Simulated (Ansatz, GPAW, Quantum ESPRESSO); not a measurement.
One calculation of HfB2, 3 ways

```
Hf B
1.0
     3.14000    0.00000    0.00000
    -1.57000    2.71932    0.00000
     0.00000    0.00000    3.48000
Hf B
1 2
Cartesian
  0.0000 0.0000 0.0000
  1.5700 0.9064 1.7400
  0.0000 1.8129 1.7400
```

Alike in all runs: task band structure; functional LDA; k mesh 10 × 10 × 8; occupations fermi-dirac, width 0.05 eV; no spin polarisation; no spin-orbit coupling. LDA stands for any of its common fits. Pressure is positive in compression and, in plane waves, holds the error of the finite cutoff.

```csv
program and potentials,plane-wave cutoff (eV),notes,pressure (GPa)
"Quantum ESPRESSO, GBRV 1.5 LDA",612,-,-9.30
"GPAW, the program's PAW data sets (release 1.2.1) made for this functional",800,-,-9.71
"Ansatz, all-electron LAPW, scalar-relativistic",-,-,-10.09
```

The pressure spans -10.09 (Ansatz, all-electron LAPW, scalar-relativistic) to -9.30 GPa (Quantum ESPRESSO, GBRV 1.5 LDA), with all-electron results at -10.09.

The functional is the same throughout but for its coding, so the spread measures potentials, basis and numerics; runs on potential files found faulty are left out.
